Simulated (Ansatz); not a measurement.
# What Ge vacancy does to GeO2

Take a 12-atom supercell of GeO$_{2}$ in the rutile structure (space group P4_2/mnm, No. 136; a = 4.411 Å, c = 2.870 Å) at its relaxed geometry as the base.

Perturbation: one Ge atom is removed, atoms relaxed at fixed cell, starting from a slightly rattled geometry.

The values are results of r2SCAN in Ansatz (plane waves to 500 eV, PAW, no SOC), not measurements. k-mesh 6×6×6 (Γ-centred); smearing 0.01 eV (Fermi–Dirac).

```json
[
 {"quantity": "pressure", "base": "0.0 GPa", "changed": "5.4 GPa", "shift": "+5.4 GPa"},
 {"quantity": "largest displacement of a host atom from its site in the perfect cell", "base": "–", "changed": "0.25 Å", "shift": "–"},
 {"quantity": "mean distance from the defect site to its nearest host atoms", "base": "1.88 Å", "changed": "2.08 Å", "shift": "+0.207 Å"}
]
```

The magnetic state is the one reached from the starting moments; the real material's order can differ, and small cells can't hold many antiferromagnetic ones. The cell is small, so the values are those of an ordered compound at a high defect concentration; dilute-limit values will differ. The defect cell is spin-polarised and ends with 4.0 μB.

Ansatz is a first-principles code.
